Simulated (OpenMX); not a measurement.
Crystal: AgCl (Chlorargyrite).

```
Ag Cl
1.0
     0.00000    2.73500    2.73500
     2.73500    0.00000    2.73500
     2.73500    2.73500    0.00000
Ag Cl
1 1
Direct
  0.00000 0.00000 0.00000
  0.50000 0.50000 0.50000
```

- Program: OpenMX 3.8.5
- Task: single point
- Functional: PBE
- Potentials or basis: OpenMX 2013 PBE set, Ag7.0-s3p2d2, Cl7.0-s2p2d1f1, grid cutoff 400 Ry
- k mesh: 9 × 9 × 9
- Occupations: fermi-dirac, width 0.05 eV
- Spin: no spin polarisation

On this cell: pressure 5.0 GPa; largest force zero by symmetry; band gap on the k mesh 1.20 eV, indirect (least direct gap 3.50 eV).

The same run follows on a disturbed copy (atoms moved at random, drawn with an rms of 0.05 Å):

```
Ag Cl
1.0
     0.00000    2.73500    2.73500
     2.73500    0.00000    2.73500
     2.73500    2.73500    0.00000
Ag Cl
1 1
Cartesian
  0.0186 -0.0593 -0.0161
  2.7696 2.7346 2.7497
```

Q: What changes?

A: The energy moves by +2.2 meV/atom; pressure 5.1 GPa; largest force 0.126 eV/Å; band gap on the k mesh 1.20 eV, indirect (least direct gap 3.43 eV).

Forces in eV/Å, atoms in the order of the input:
```
Ag   0.027  0.094  0.060
Cl  -0.027 -0.110 -0.055
```

The forces don't sum to zero, so they hold noise of the program's grid.

Caveats: an odd mesh through Γ misses points on the zone boundary, where band edges often lie; the basis of atomic orbitals isn't converged, which shifts pressures, moduli and gaps.
